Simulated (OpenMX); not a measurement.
Input of an OpenMX 3.8.5 run:

The input run.py:

```python
from ase.io import read
from ase.calculators.openmx import OpenMX

atoms = read('B.cif')

def calculator():
    omx = OpenMX(
        label='B',
        command='openmx',
        nohup=True,
        xc='GGA-PBE',
        kpts=(11, 11, 11),
        system_currentdirectory='./',
        data_path='./DFT_DATA13',
        level_of_fileout=0,
        definition_of_atomic_species=[['B', 'B7.0-s2p2d1', 'B_PBE13']],
        atoms_speciesandcoordinates_unit='Ang',
        atoms_speciesandcoordinates=[['1', 'B', '0', '0', '0', 1.5, 1.5]],
        scf_spinpolarization='off',
        scf_electronictemperature=580.226,
        scf_energycutoff=300.0,
        scf_maxiter=100,
        scf_eigenvaluesolver='band',
        scf_mixing_type='rmm-diisk',
        scf_init_mixing_weight=0.05,
        scf_min_mixing_weight=0.001,
        scf_max_mixing_weight=0.3,
        scf_mixing_history=25,
        scf_mixing_startpulay=8,
        scf_criterion=1e-08,
    )
    return omx

atoms.calc = calculator()
print('stress_eV_A3', atoms.get_stress().round(8).tolist())
print('forces_eV_A', atoms.get_forces().round(6).tolist())
print('energy_eV', round(atoms.get_potential_energy(), 6))
```

The input B.cif:

```cif
data_B
_cell_length_a 1.88524000
_cell_length_b 1.88524000
_cell_length_c 1.88524000
_cell_angle_alpha 90.00000000
_cell_angle_beta 90.00000000
_cell_angle_gamma 90.00000000
_space_group_name_H-M_alt 'P1'
_space_group_name_Hall 'P 1'
_space_group_IT_number 1
loop_
_space_group_symop_operation_xyz
'x,y,z'
loop_
_atom_site_label
_atom_site_type_symbol
_atom_site_symmetry_multiplicity
_atom_site_Wyckoff_symbol
_atom_site_fract_x
_atom_site_fract_y
_atom_site_fract_z
_atom_site_occupancy
B1 B 1 a 0.5000000000 0.5000000000 0.5000000000 1
```

Potentials or basis: OpenMX 2013 PBE set, B7.0-s2p2d1, grid cutoff 300 Ry.

Launch:

```console
$ python run.py > run.log
```

**Question.** Estimate the band gap on the k mesh.

**Answer.** None (metal or under the smearing width).

**Question.** Predict the pressure.

**Answer.** -0.1 GPa.

Caveat: the basis of atomic orbitals isn't converged, which shifts pressures, moduli and gaps.
